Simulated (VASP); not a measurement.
# Shielding tensors and field gradients of BaThO3, part 2 of 3

Aim: NMR shielding tensors and field gradients of BaThO3. The cell has space group Pm-3m. The start is a cell from a database of measured crystal structures.

VASP 6.6.1, plane waves and PAW; the level of theory is named at each step.

So far. Step 2 (Ground state): The cell has a gap of 2.85 eV on this mesh and a pressure of +3.2 GPa, which holds the misfit of the given cell and coordinates with this functional, and any error of cutoff, mesh and data sets. Spin-orbit coupling is left out, which can shift or reorder these edges.

The database entry behind the starting cell is an old determination (1934), so it need not match the best structure at ambient conditions.

### 3. Shielding tensors

This step: chemical shifts by linear response (GIPAW), LDA; plane waves and PAW (Th, Ba_sv_GW, O) (VASP 6.6.1).

LCHIMAG computes the induced currents by linear response. It needs tightly converged orbitals and a cutoff well above the default; LEFG adds the field gradients at no cost.

The input, INCAR:

```
SYSTEM = BaThO3
PREC = Accurate
ENCUT = 560
EDIFF = 1E-09
NELM = 100
ISMEAR = 0
SIGMA = 0.01
LREAL = .FALSE.
ALGO = Normal
GGA = CA
NBANDS = 26
LASPH = .TRUE.
LWAVE = .FALSE.
LCHARG = .FALSE.
KPAR = 8
LCHIMAG = .TRUE.
LEFG = .TRUE.
DQ = 0.001
ICHIBARE = 1
LNMR_SYM_RED = .TRUE.
```

The input, POSCAR:

```
BaThO3
1.0
    4.4800000000      0.0000000000      0.0000000000
    0.0000000000      4.4800000000      0.0000000000
    0.0000000000      0.0000000000      4.4800000000
Th Ba O
1 1 3
Direct
    0.5000000000      0.5000000000      0.5000000000
    0.0000000000      0.0000000000      0.0000000000
    0.5000000000      0.0000000000      0.5000000000
    0.0000000000      0.5000000000      0.5000000000
    0.5000000000      0.5000000000      0.0000000000
```

The input, KPOINTS:

```
Automatic mesh
0
Gamma
6 6 6
0 0 0
```

PAW data sets: Th, Ba_sv_GW and O (PBE family, release 64).

Run with:

```bash
> mpirun -np 8 vasp_std
```

The program printed:

```text
[banner, memory and clock lines left out]
running    8 mpi-ranks, on    1 nodes
 distrk:  each k-point on    1 cores,    8 groups
 distr:  one band on    1 cores,    1 groups

 POSCAR found type information on POSCAR ThBaO
 POSCAR found :  3 types and       5 ions
 [... a notice as in an earlier step ...]

 [... a notice as in an earlier step ...]

 LDA part: xc-table for (Slater(with rela. corr.)+CA(PZ))
 , standard interpolation
 POSCAR, INCAR and KPOINTS ok, starting setup
 FFT: planning ... GRIDC
 FFT: planning ... GRID_SOFT
 FFT: planning ... GRID
 WAVECAR not read
 entering main loop
       N       E                     dE             d eps       ncg     rms          rms(c)
DAV:   1     0.544584855907E+03    0.54458E+03   -0.18298E+04  1040   0.162E+03
DAV:   2     0.775510313158E+02   -0.46703E+03   -0.45582E+03  1328   0.487E+02
DAV:   3    -0.469647731704E+02   -0.12452E+03   -0.12179E+03  1842   0.228E+02
DAV:   4    -0.537675403765E+02   -0.68028E+01   -0.67864E+01  1776   0.606E+01
DAV:   5    -0.540280289534E+02   -0.26049E+00   -0.26024E+00  1796   0.945E+00    0.554E+01
DAV:   6    -0.460747655062E+02    0.79533E+01   -0.51203E+01  1228   0.391E+01    0.486E+01
DAV:   7    -0.459174928394E+02    0.15727E+00   -0.72691E+00  1808   0.248E+01    0.307E+01
DAV:   8    -0.458305070041E+02    0.86986E-01   -0.17868E+00  1434   0.840E+00    0.805E+00
DAV:   9    -0.457501579904E+02    0.80349E-01   -0.67583E-01  1646   0.605E+00    0.658E-01
DAV:  10    -0.457523175642E+02   -0.21596E-02   -0.35560E-02  1576   0.121E+00    0.929E-01
DAV:  11    -0.457510439671E+02    0.12736E-02   -0.43846E-03  1680   0.564E-01    0.239E-01
DAV:  12    -0.457509731900E+02    0.70777E-04   -0.15737E-03  1656   0.228E-01    0.130E-01
DAV:  13    -0.457509624576E+02    0.10732E-04   -0.11670E-04  1652   0.880E-02    0.916E-02
DAV:  14    -0.457509627273E+02   -0.26975E-06   -0.10758E-05  1548   0.234E-02    0.323E-02
DAV:  15    -0.457509613741E+02    0.13532E-05   -0.43555E-06  1800   0.140E-02    0.995E-03
DAV:  16    -0.457509612626E+02    0.11152E-06   -0.23200E-06  1540   0.789E-03    0.401E-03
DAV:  17    -0.457509612441E+02    0.18476E-07   -0.29821E-07  1612   0.418E-03    0.166E-03
DAV:  18    -0.457509612441E+02   -0.53205E-10   -0.21970E-08  1496   0.110E-03    0.477E-04
DAV:  19    -0.457509612442E+02   -0.26830E-10   -0.67107E-10   942   0.301E-04
ion   1
     0.0000000    -0.0000000    -0.0000000    -0.0000000    -0.0000000    -0.0000000
     0.0000714    -0.0000000    -0.0000000    -0.0000000    -0.0000000    -0.0000000
     0.0000984    -0.0000000    -0.0000000    -0.0000000    -0.0000000    -0.0000000
     0.0001354    -0.0000000    -0.0000000    -0.0000000    -0.0000000    -0.0000000
     0.0001865    -0.0000000    -0.0000000    -0.0000000    -0.0000000    -0.0000000

     0.0000000    -0.0000000     0.0000000    -0.0000000    -0.0000000    -0.0000000
     0.0000714    -0.0000000     0.0000000    -0.0000000    -0.0000000    -0.0000000
     0.0000984    -0.0000000     0.0000000    -0.0000000    -0.0000000    -0.0000000
     0.0001354    -0.0000000     0.0000000    -0.0000000    -0.0000000    -0.0000000
     0.0001865    -0.0000000     0.0000000    -0.0000000    -0.0000000    -0.0000000

ion   2
     0.0000000    -0.0000000    -0.0000000     0.0000000     0.0000000     0.0000000
     0.0000600    -0.0000000    -0.0000000     0.0000000     0.0000000     0.0000000
     0.0000826    -0.0000000    -0.0000000     0.0000000     0.0000000     0.0000000
     0.0001137    -0.0000000    -0.0000000     0.0000000     0.0000000     0.0000000
     0.0001566    -0.0000000    -0.0000000     0.0000000     0.0000000     0.0000000

     0.0000000    -0.0000000    -0.0000000    -0.0000000     0.0000000     0.0000000
     0.0000600    -0.0000000    -0.0000000    -0.0000000     0.0000000     0.0000000
     0.0000826    -0.0000000    -0.0000000    -0.0000000     0.0000000     0.0000000
     0.0001137    -0.0000000    -0.0000000    -0.0000000     0.0000000     0.0000000
     0.0001566    -0.0000000    -0.0000000    -0.0000000     0.0000000     0.0000000

ion   3
     0.0000000     0.0000000    -0.0000000    -9.6762332    -0.0000000   -16.7597276
     0.0000293     0.0000000    -0.0000000    -9.6762332    -0.0000000   -16.7597275
     0.0000403     0.0000000    -0.0000000    -9.6762331    -0.0000000   -16.7597274
     0.0000555     0.0000000    -0.0000000    -9.6762330    -0.0000000   -16.7597272
     0.0000765     0.0000000    -0.0000000    -9.6762328    -0.0000000   -16.7597268

     0.0000000     0.0000000    -0.0000000   -26.5111569    -0.0000000   -45.9186707
     0.0000293     0.0000000    -0.0000000   -26.5111505    -0.0000000   -45.9186596
     0.0000403     0.0000000    -0.0000000   -26.5111462    -0.0000000   -45.9186522
     0.0000555     0.0000000    -0.0000000   -26.5111389    -0.0000000   -45.9186396
     0.0000765     0.0000000    -0.0000000   -26.5111267    -0.0000000   -45.9186184

ion   4
     0.0000000     0.0000000     0.0000000    -9.6762332    -0.0000000    16.7597276
     0.0000293     0.0000000     0.0000000    -9.6762332    -0.0000000    16.7597275
     0.0000403     0.0000000     0.0000000    -9.6762331    -0.0000000    16.7597274
     0.0000555     0.0000000     0.0000000    -9.6762330    -0.0000000    16.7597272
     0.0000765     0.0000000     0.0000000    -9.6762328    -0.0000000    16.7597268

     0.0000000     0.0000000     0.0000000   -26.5111569    -0.0000000    45.9186707
     0.0000293     0.0000000     0.0000000   -26.5111505    -0.0000000    45.9186596
     0.0000403     0.0000000     0.0000000   -26.5111462    -0.0000000    45.9186522
     0.0000555     0.0000000     0.0000000   -26.5111389    -0.0000000    45.9186396
     0.0000765     0.0000000     0.0000000   -26.5111267    -0.0000000    45.9186184

ion   5
     0.0000000    -0.0000000     0.0000000    19.3524665    -0.0000000    -0.0000000
     0.0000293    -0.0000000     0.0000000    19.3524664    -0.0000000    -0.0000000
     0.0000403    -0.0000000     0.0000000    19.3524662    -0.0000000    -0.0000000
     0.0000555    -0.0000000     0.0000000    19.3524660    -0.0000000    -0.0000000
     0.0000765    -0.0000000     0.0000000    19.3524656    -0.0000000    -0.0000000

     0.0000000    -0.0000000     0.0000000    53.0223137    -0.0000000    -0.0000000
     0.0000293    -0.0000000     0.0000000    53.0223009    -0.0000000    -0.0000000
     0.0000403    -0.0000000     0.0000000    53.0222924    -0.0000000    -0.0000000
     0.0000555    -0.0000000     0.0000000    53.0222779    -0.0000000    -0.0000000
     0.0000765    -0.0000000     0.0000000    53.0222534    -0.0000000    -0.0000000

[...]
RMM:   5    -0.155580862974E+03   -0.12546E-01   -0.48761E-02  2229   0.556E-01
RMM:   6    -0.155582358985E+03   -0.14960E-02   -0.34101E-03  2175   0.153E-01
RMM:   7    -0.155582496585E+03   -0.13760E-03   -0.48943E-04  2235   0.478E-02
RMM:   8    -0.155582513874E+03   -0.17289E-04   -0.46655E-05  2128   0.138E-02
RMM:   9    -0.155582515732E+03   -0.18579E-05   -0.69600E-06  2006   0.436E-03
RMM:  10    -0.155582515981E+03   -0.24868E-06   -0.69304E-07  1746   0.128E-03
RMM:  11    -0.155582516011E+03   -0.29957E-07   -0.11440E-07  1441   0.391E-04
RMM:  12    -0.155582516015E+03   -0.43669E-08   -0.13224E-08  1017   0.137E-04
RMM:  13    -0.155582516016E+03   -0.62803E-09   -0.27305E-09   762   0.780E-05
BDIR= 3  IDIR= 1  IQ=  1
DAV:   1    -0.480475873506E+03   -0.48048E+03   -0.40488E-02  1264   0.111E+00
DAV:   2    -0.480476278046E+03   -0.40454E-03   -0.40454E-03  1536   0.483E-01
DAV:   3    -0.480476300264E+03   -0.22218E-04   -0.22218E-04  1870   0.805E-02
DAV:   4    -0.480476301619E+03   -0.13555E-05   -0.13556E-05  1582   0.167E-02
DAV:   5    -0.480476301667E+03   -0.47758E-07   -0.47708E-07  1798   0.306E-03
DAV:   6    -0.480476301670E+03   -0.35495E-08   -0.36385E-08  1486   0.712E-04
DAV:   7    -0.480476301670E+03   -0.10402E-09   -0.64856E-10  1104   0.118E-04
       N       E                     dE             d eps       ncg     rms
RMM:   1    -0.140643884833E+03   -0.14064E+03   -0.19388E+02  1538   0.100E+02
RMM:   2    -0.154074191720E+03   -0.13430E+02   -0.56017E+01  1994   0.229E+01
RMM:   3    -0.155368024257E+03   -0.12938E+01   -0.48999E+00  2161   0.687E+00
RMM:   4    -0.155537761016E+03   -0.16974E+00   -0.32602E-01  2156   0.170E+00
RMM:   5    -0.155550075802E+03   -0.12315E-01   -0.48030E-02  2222   0.555E-01
RMM:   6    -0.155551540903E+03   -0.14651E-02   -0.33447E-03  2205   0.154E-01
RMM:   7    -0.155551676837E+03   -0.13593E-03   -0.48998E-04  2273   0.483E-02
RMM:   8    -0.155551693776E+03   -0.16939E-04   -0.43715E-05  2214   0.136E-02
RMM:   9    -0.155551695556E+03   -0.17798E-05   -0.67569E-06  2114   0.440E-03
RMM:  10    -0.155551695799E+03   -0.24310E-06   -0.67975E-07  1876   0.130E-03
RMM:  11    -0.155551695827E+03   -0.28808E-07   -0.10947E-07  1529   0.392E-04
RMM:  12    -0.155551695832E+03   -0.40641E-08   -0.12188E-08  1084   0.138E-04
RMM:  13    -0.155551695832E+03   -0.57204E-09   -0.24407E-09   851   0.784E-05
BDIR= 3  IDIR= 2  IQ= -1
DAV:   1    -0.480387740946E+03   -0.48039E+03   -0.42756E-02  1192   0.111E+00
DAV:   2    -0.480388185541E+03   -0.44460E-03   -0.44459E-03  1622   0.522E-01
DAV:   3    -0.480388208803E+03   -0.23262E-04   -0.23262E-04  1780   0.810E-02
DAV:   4    -0.480388209744E+03   -0.94076E-06   -0.94070E-06  1644   0.161E-02
DAV:   5    -0.480388209786E+03   -0.42240E-07   -0.42397E-07  1672   0.338E-03
DAV:   6    -0.480388209788E+03   -0.25082E-08   -0.25486E-08  1628   0.729E-04
DAV:   7    -0.480388209789E+03   -0.16996E-09   -0.90117E-10  1076   0.146E-04
       N       E                     dE             d eps       ncg     rms
RMM:   1    -0.127116397553E+03   -0.12712E+03   -0.13831E+02  1513   0.954E+01
RMM:   2    -0.137221692266E+03   -0.10105E+02   -0.39876E+01  1999   0.208E+01
RMM:   3    -0.138180880240E+03   -0.95919E+00   -0.34842E+00  2149   0.631E+00
RMM:   4    -0.138305093560E+03   -0.12421E+00   -0.27147E-01  2145   0.161E+00
RMM:   5    -0.138314763555E+03   -0.96700E-02   -0.35378E-02  2232   0.519E-01
RMM:   6    -0.138315941236E+03   -0.11777E-02   -0.27777E-03  2208   0.144E-01
RMM:   7    -0.138316046423E+03   -0.10519E-03   -0.37829E-04  2253   0.465E-02
RMM:   8    -0.138316060005E+03   -0.13581E-04   -0.35242E-05  2266   0.136E-02
RMM:   9    -0.138316061428E+03   -0.14230E-05   -0.56486E-06  2125   0.423E-03
RMM:  10    -0.138316061576E+03   -0.14875E-06   -0.41321E-07  1884   0.123E-03
RMM:  11    -0.138316061588E+03   -0.11896E-07   -0.48071E-08  1506   0.392E-04
RMM:  12    -0.138316061590E+03   -0.17716E-08   -0.53316E-09  1118   0.147E-04
RMM:  13    -0.138316061590E+03   -0.16243E-09   -0.61100E-10   835   0.778E-05
BDIR= 3  IDIR= 2  IQ=  0
DAV:   1    -0.480433461182E+03   -0.48043E+03   -0.47984E-10   922   0.277E-04
DAV:   2    -0.480433461182E+03    0.62812E-10   -0.13873E-10   826   0.186E-04
       N       E                     dE             d eps       ncg     rms
RMM:   1    -0.127137309533E+03   -0.12714E+03   -0.13843E+02  1513   0.954E+01
RMM:   2    -0.137265929437E+03   -0.10129E+02   -0.39937E+01  1968   0.207E+01
RMM:   3    -0.138223050572E+03   -0.95712E+00   -0.34665E+00  2159   0.629E+00
RMM:   4    -0.138346367801E+03   -0.12332E+00   -0.27070E-01  2142   0.159E+00
RMM:   5    -0.138356035277E+03   -0.96675E-02   -0.35373E-02  2227   0.515E-01
RMM:   6    -0.138357221842E+03   -0.11866E-02   -0.28071E-03  2166   0.143E-01
RMM:   7    -0.138357327870E+03   -0.10603E-03   -0.38103E-04  2215   0.462E-02
RMM:   8    -0.138357341588E+03   -0.13718E-04   -0.34913E-05  2153   0.133E-02
RMM:   9    -0.138357342965E+03   -0.13773E-05   -0.50176E-06  2034   0.409E-03
RMM:  10    -0.138357343100E+03   -0.13419E-06   -0.40009E-07  1760   0.120E-03
RMM:  11    -0.138357343111E+03   -0.11186E-07   -0.41882E-08  1442   0.378E-04
RMM:  12    -0.138357343112E+03   -0.16021E-08   -0.45681E-09  1030   0.139E-04
RMM:  13    -0.138357343113E+03   -0.16954E-09   -0.70353E-10   766   0.788E-05
BDIR= 3  IDIR= 2  IQ=  1
DAV:   1    -0.480478452269E+03   -0.48048E+03   -0.42699E-02  1190   0.111E+00
DAV:   2    -0.480478897798E+03   -0.44553E-03   -0.44553E-03  1626   0.520E-01
DAV:   3    -0.480478918319E+03   -0.20521E-04   -0.20521E-04  1746   0.794E-02
DAV:   4    -0.480478919408E+03   -0.10893E-05   -0.10893E-05  1674   0.177E-02
DAV:   5    -0.480478919450E+03   -0.41544E-07   -0.41476E-07  1658   0.289E-03
DAV:   6    -0.480478919453E+03   -0.33780E-08   -0.34466E-08  1622   0.854E-04
DAV:   7    -0.480478919453E+03   -0.20805E-09   -0.88160E-10  1064   0.129E-04
       N       E                     dE             d eps       ncg     rms
RMM:   1    -0.127151140435E+03   -0.12715E+03   -0.13851E+02  1513   0.953E+01
RMM:   2    -0.137300650043E+03   -0.10150E+02   -0.40086E+01  2000   0.208E+01
RMM:   3    -0.138262780875E+03   -0.96213E+00   -0.34946E+00  2153   0.630E+00
RMM:   4    -0.138386642459E+03   -0.12386E+00   -0.27042E-01  2148   0.158E+00
RMM:   5    -0.138396282475E+03   -0.96400E-02   -0.35300E-02  2225   0.517E-01
RMM:   6    -0.138397461743E+03   -0.11793E-02   -0.27919E-03  2209   0.144E-01
RMM:   7    -0.138397566936E+03   -0.10519E-03   -0.38013E-04  2254   0.464E-02
RMM:   8    -0.138397580261E+03   -0.13325E-04   -0.32320E-05  2258   0.132E-02
RMM:   9    -0.138397581599E+03   -0.13373E-05   -0.50464E-06  2123   0.413E-03
RMM:  10    -0.138397581738E+03   -0.13983E-06   -0.40038E-07  1881   0.118E-03
RMM:  11    -0.138397581749E+03   -0.10706E-07   -0.40297E-08  1532   0.372E-04
RMM:  12    -0.138397581751E+03   -0.15314E-08   -0.44586E-09  1109   0.138E-04
RMM:  13    -0.138397581751E+03   -0.15569E-09   -0.57925E-10   839   0.775E-05
       N       E                     dE             d eps       ncg     rms
RLQ:   1    -0.379471511235E+01   -0.37947E+01   -0.15907E+01  1167   0.703E+01
RLQ:   2    -0.520785357229E+01   -0.14131E+01   -0.12003E+01  1852   0.120E+01
RLQ:   3    -0.539401212328E+01   -0.18616E+00   -0.76372E-01  1967   0.218E+00
RLQ:   4    -0.541697039164E+01   -0.22958E-01   -0.11003E-01  2088   0.675E-01
RLQ:   5    -0.541989349396E+01   -0.29231E-02   -0.75415E-03  2129   0.172E-01
RLQ:   6    -0.542018202209E+01   -0.28853E-03   -0.12414E-03  2069   0.602E-02
RLQ:   7    -0.542021631852E+01   -0.34296E-04   -0.11196E-04  1954   0.199E-02
RLQ:   8    -0.542022086194E+01   -0.45434E-05   -0.22941E-05  1772   0.741E-03
RLQ:   9    -0.542022152204E+01   -0.66011E-06   -0.25734E-06  1557   0.262E-03
RLQ:  10    -0.542022161522E+01   -0.93177E-07   -0.47896E-07  1347   0.970E-04
RLQ:  11    -0.542022162964E+01   -0.14418E-07   -0.44219E-08  1147   0.357E-04
RLQ:  12    -0.542022163224E+01   -0.26006E-08   -0.14870E-08   988   0.165E-04
RLQ:  13    -0.542022163261E+01   -0.36945E-09   -0.73989E-10   816   0.855E-05
```

The job ended after 5.3 min (8 MPI ranks of AMD EPYC 7R43, shared host; peak memory 3.8 GiB; 41 min of CPU time).

(Continued in part 3 of 3.)

[Lines on the potential files, build, host, timing and source positions are cut from VASP's logs without a mark.]

[Logs are printed without paths, hosts, clocks, repeated set-up lines and the standing remarks that a program may print on its own settings, such as how far it seeks lower states.]

[Hosts, paths, dates, database ids (printed as entryN), source tags and the programs' standing remarks are cut or masked in the printed files.]
